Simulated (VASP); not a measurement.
LiCl (distorted rocksalt), PBEsol single-point calculation: VASP's output and Ansatz's

POSCAR

```
Li Cl
 1.0000000000000000
    -0.0033000000000000    2.6221000000000001    2.5741999999999998
     2.5592000000000001   -0.0306000000000000    2.6015000000000001
     2.4729999999999999    2.5632000000000001    0.0557000000000000
 Li  Cl
   1   1
Cartesian
  2.5034850299999998  5.1264987299999998  2.6644171200000000
  2.5162362100000002  2.5475939100000002  2.5702607399999997
```

VASP ran with the recommended PBE PAW datasets (10 valence electrons in the cell).

From OUTCAR

```
k-points           NKPTS =    260   k-points in BZ     NKDIM =    260   number of bands    NBANDS=     12

   NELECT =      10.0000    total number of electrons

   dimension x,y,z NGX =    28 NGY =   28 NGZ =   28
   dimension x,y,z NGXF=    56 NGYF=   56 NGZF=   56

  energy-cutoff  :      520.00
  volume of cell :       33.60
      direct lattice vectors                 reciprocal lattice vectors
    -0.003300000  2.622100000  2.574200000    -0.198517300  0.187239773  0.197491836
     2.559200000 -0.030600000  2.601500000     0.192036915 -0.189478519  0.193250465
     2.473000000  2.563200000  0.055700000     0.205371622  0.196332923 -0.199722955

 k-points in reciprocal lattice and weights: KPOINTS created by Atomic Simulation Env
   0.00000000  0.00000000  0.00000000       0.002
   0.12500000 -0.00000000  0.00000000       0.004
   0.25000000 -0.00000000  0.00000000       0.004
   0.37500000 -0.00000000  0.00000000       0.004
   0.50000000 -0.00000000  0.00000000       0.002
  -0.00000000  0.12500000  0.00000000       0.004
   0.12500000  0.12500000  0.00000000       0.004
   0.25000000  0.12500000  0.00000000       0.004
   ...

 E-fermi :   1.0914

 k-point     1 :       0.0000    0.0000    0.0000
  band No.  band energies     occupation
      1     -42.2379      2.00000
      2     -12.8425      2.00000
      3       0.4164      2.00000
      4       0.5589      2.00000
      5       0.7226      2.00000
      6       6.7113      0.00000
      7      12.0067      0.00000
      8      12.2313      0.00000
      9      12.8887      0.00000
     10      14.6333      0.00000
     11      14.8174      0.00000
     12      15.0988      0.00000

 k-point     2 :       0.1250   -0.0000    0.0000
  band No.  band energies     occupation
      1     -42.2374      2.00000
      2     -12.7660      2.00000
      3      -0.0002      2.00000
      4       0.4162      2.00000
      5       0.6572      2.00000
      6       7.1750      0.00000
      7      11.5007      0.00000
      8      12.1443      0.00000
      9      12.4975      0.00000
     10      13.5215      0.00000
     11      13.7880      0.00000
     12      15.4319      0.00000

 k-point     3 :       0.2500   -0.0000    0.0000
  band No.  band energies     occupation
      1     -42.2363      2.00000
      2     -12.5706      2.00000
      3      -1.0757      2.00000
      4       0.3524      2.00000
      5       0.5320      2.00000
      6       7.6066      0.00000
      7      11.0839      0.00000
      8      11.3339      0.00000
      9      11.4206      0.00000
     10      14.1311      0.00000
     11      14.7597      0.00000
     12      16.0304      0.00000

 k-point     4 :       0.3750   -0.0000    0.0000
  band No.  band energies     occupation
      1     -42.2352      2.00000
      2     -12.3578      2.00000
      3      -1.9858      2.00000
      4       0.2936      2.00000
      5       0.4215      2.00000
      6       7.3470      0.00000
      7      10.2096      0.00000
      8      10.4851      0.00000
      9      12.5573      0.00000
     10      15.7873      0.00000
     11      16.4512      0.00000
     12      16.9014      0.00000

 k-point     5 :       0.5000   -0.0000    0.0000
  band No.  band energies     occupation
      1     -42.2348      2.00000
      2     -12.2638      2.00000
      3      -2.3346      2.00000
      4       0.2684      2.00000
      5       0.3807      2.00000
      6       7.1670      0.00000
      7       9.8990      0.00000
      8      10.1858      0.00000
      9      13.3567      0.00000
     10      17.0290      0.00000
     11      17.4431      0.00000
     12      17.8357      0.00000

 k-point     6 :      -0.0000    0.1250    0.0000
  band No.  band energies     occupation
      1     -42.2375      2.00000
      2     -12.7711      2.00000
      3      -0.0877      2.00000
      4       0.5200      2.00000
      5       0.6626      2.00000
      6       7.1913      0.00000
      7      11.3314      0.00000
      8      12.0779      0.00000
      9      12.7629      0.00000
     10      13.5150      0.00000
     11      13.9458      0.00000
     12      15.5354      0.00000

 k-point     7 :       0.1250    0.1250    0.0000
  band No.  band energies     occupation
      1     -42.2372      2.00000
      2     -12.7380      2.00000
      3       0.0530      2.00000
      4       0.2642      2.00000
      5       0.5147      2.00000
      6       7.4256      0.00000
      7      11.3339      0.00000
      8      11.9934      0.00000
      9      12.2553      0.00000
     10      12.6990      0.00000
     11      15.3821      0.00000
     12      15.7814      0.00000

 ...

  Total       -0.0920950     -0.3551432     -0.1842666      0.1718819     -0.0418547     -0.1725412
  in kB       -4.3916509    -16.9353855     -8.7869538      8.1963732     -1.9958845     -8.2278148
  external PRESSURE =     -10.0379967 kB  Pullay stress =       0.0000000 kB

 POSITION                                       TOTAL-FORCE (eV/Angst)
 -----------------------------------------------------------------------------------
      2.50349      5.12650      2.66442        -0.033793      0.011508     -0.061255
      2.51624      2.54759      2.57026         0.033793     -0.011508      0.061255
 -----------------------------------------------------------------------------------
    total drift:                               -0.000054      0.000187     -0.000381

  FREE ENERGIE OF THE ION-ELECTRON SYSTEM (eV)
  ---------------------------------------------------
  free  energy   TOTEN  =        -7.6239196025 eV

  energy  without entropy=       -7.6239196024  energy(sigma->0) =       -7.62391960
```

The two codes use different PAW datasets and cutoffs. VASP's cell holds 10 valence electrons and Ansatz's 10. Ansatz's stress includes a Pulay correction; VASP's doesn't.

**Question.** What does Ansatz give for the same cell and level of theory?

**Answer.** gap between bands v and c on the k mesh 5.98 eV; least direct gap on the k mesh 5.98 eV; pressure -0.9 GPa; largest force 0.07 eV/Å.

Ansatz printed

```
SCF 1 converged in 6 iterations: F = -1267.465989 eV  dr2 = 2.88e-10
  greatest PAW one-centre occupation: 0.999 electrons in one spin orbital (limit 2), on the Li atom at site 0 (counted from 0), in its partial waves of l = 0
SCF converged after 6 iterations
Free energy (F): -1267.465989 eV
Harris-Foulkes:  -1267.465989 eV  (|F-HF|=1.82e-11)
Internal energy: -1267.465989 eV  (E = F + TS)
E sigma→0 (E₀):  -1267.465989 eV
Fermi energy:    4.839152 eV
--- Per-component energies (eV) ---
  E_band       = -102.232381
  E_kinetic    = 183.155260
  E_local      = -323.844253  (includes V_loc(G=0)·N_el)
  E_nonlocal   = -4.211416
  E_hartree    = 93.833111
  E_xc         = -117.104492
  E_vxc        = -135.846033  (∫ρ·V_xc dr)
  E_paw        = -661.509519  (= ΣΔE_a)
  E_vpaw       = -9.152327  (= ΣTr[D̂ρ^β])
  E_aug_tail   = 0.000103  (compensation charges beyond the density's cutoff)
  E_ewald      = -437.863215
  E_core_change = 0.078432  (= ΣΔE_core)
  E_smearing   = -0.000000  (= −TS)
  E_closure    = -0.000000  (closes the sum)
  Σ components = -1267.465989   (vs F -1267.465989, Δ=0.00e0)
--- Forces (eV/Å), atoms counted from 1 ---
  atom   1  Li    -0.03293605     0.01090851    -0.05952359
  atom   2  Cl     0.03293994    -0.01091049     0.05953139
  max |Σ_I F_I| component: 7.79e-6 eV/Å
--- Stress (GPa, compression-positive) ---
       -0.377100       0.820774      -0.824737
        0.820774      -1.612835      -0.200248
       -0.824737      -0.200248      -0.807586
  P = ⅓ Tr σ = -0.9325 GPa (-9.325 kbar)
--- Band table (eV; the first three rows and the last of 260) ---
  k-point 0: bands = ["-41.1334", "-11.7184", "1.5399", "1.6829", "1.8469", "7.8257", "12.9821", "13.1980", "13.8339"]
  k-point 1: bands = ["-41.1329", "-11.6321", "1.2765", "1.5042", "1.6219", "8.2885", "12.8592", "13.0305", "13.2240"]
  k-point 2: bands = ["-41.1316", "-11.4111", "0.1559", "1.4212", "1.4742", "8.6457", "11.8929", "12.1304", "12.7104"]
  k-point 259: bands = ["-41.1303", "-11.1399", "-1.2048", "1.3504", "1.5343", "8.2432", "10.8338", "11.3441", "14.4899"]
```
